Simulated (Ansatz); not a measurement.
Crystal: CdSe.

```xyz
2
Lattice="0.0000 2.8740 2.8740 2.8740 0.0000 2.8740 2.8740 2.8740 0.0000" Properties=species:S:1:pos:R:3 pbc="T T T"
Cd    0.0000    0.0000    0.0000
Se    2.8740    2.8740    2.8740
```

Measurements of this composition are mostly on another form, of space group No. 186.

Base run:

```yaml
Program: Ansatz 0.2.0
Functional: LDA
Potentials_or_basis: Ansatz PAW
Cutoff: "420 eV (not typed: the program's choice for these potentials)"
k_mesh: 8 × 8 × 8
Occupations: fermi-dirac, width 0.05 eV
Spin: no spin polarisation
```

Its results: band gap on the k mesh none (metal or under the smearing width); pressure -6.0 GPa.

Question: After a change of settings the same cell gave: band gap on the k mesh none (metal or under the smearing width); pressure 1.3 GPa. Which change was it?
A. functional from LDA to revPBE
B. k mesh from 8 × 8 × 8 to 6 × 6 × 6; spin from no spin polarisation to spin-orbit coupling, no magnetisation; potential files from those of the base run to others of the same set
C. functional from LDA to PBEsol

Answer: A.

revPBE binds less tightly than LDA, so the same cell stands under more pressure.

Caveats: the PAW data sets come from PBE, with cores solved anew for the run's functional, which leaves a small shift of forces and pressure.

Runs at the PBE level aren't shown here.
